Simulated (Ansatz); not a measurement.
The crystal is Te2Mo (layers cut from the bulk crystal).

The cell holds 3 atoms: 2 Te and 1 Mo. Its edges and angles: a = 3.444 Å, b = 3.444 Å, c = 30.500 Å, α = 90.0°, β = 90.0°, γ = 120.0°. It derives from Te2Mo. Vacuum lies along c.

```xyz
3
Lattice="3.4444 0.0000 0.0000 -1.7222 2.9829 0.0000 0.0000 0.0000 30.5000" Properties=species:S:1:pos:R:3
Te    0.0000    1.9886   13.4344
Mo    1.7222    0.9943   15.2500
Te    0.0000    1.9886   17.0656
```

The structure was relaxed with PBEsol-D3(BJ). At the settings of the band run the largest force is still 0.09 eV/Å. The runs that relaxed it are not among those shown. Spin-orbit coupling is left out unless a run names it.

Gaps computed with Ansatz 0.2.0 without a self-energy: PBEsol 1.21 eV, PBEsol+SOC 1.09 eV and HSE06 1.65 eV.

Q: Estimate the G0W0@PBEsol gap with 6×6×1 mesh, 416 empty bands, screening to 70 eV, PAW set soft_1 files.

About 1.62 eV: on its mesh the run moves the gap from 1.27 eV by +0.41 eV, and the mesh misses the edges by 0.06 eV. Among the scalar-relativistic levels given, HSE06 is nearest (+0.03 eV). Spin-orbit coupling is not in that value; its −0.12 eV at the PBEsol level would bring it to about 1.50 eV. Bands and cutoff are finite, so the gap is not at the basis limit. The miss can reach some tenths of an eV and take either sign; the mesh is an error of its own. The mesh in the plane is coarse for a sheet; gap and any exciton binding can still move on denser ones. The many-body steps are scalar-relativistic: spin-orbit coupling is not in them.

[Paths, hosts, dates, memory and timing lines, banners, echoed tables and standing remarks are left out of the program output.]

[Logs are printed without paths, hosts, clocks, repeated set-up lines and the standing remarks that a program may print on its own settings, such as how far it seeks lower states.]

[Runs of the session that timed out or met a known fault of the program may be left out.]

[Cells called generated may have been cut or substituted from an entry of the Crystallography Open Database or the Materials Project.]

[Hosts, paths, dates, database ids (printed as entryN), source tags and the programs' standing remarks are cut or masked in the printed files.]
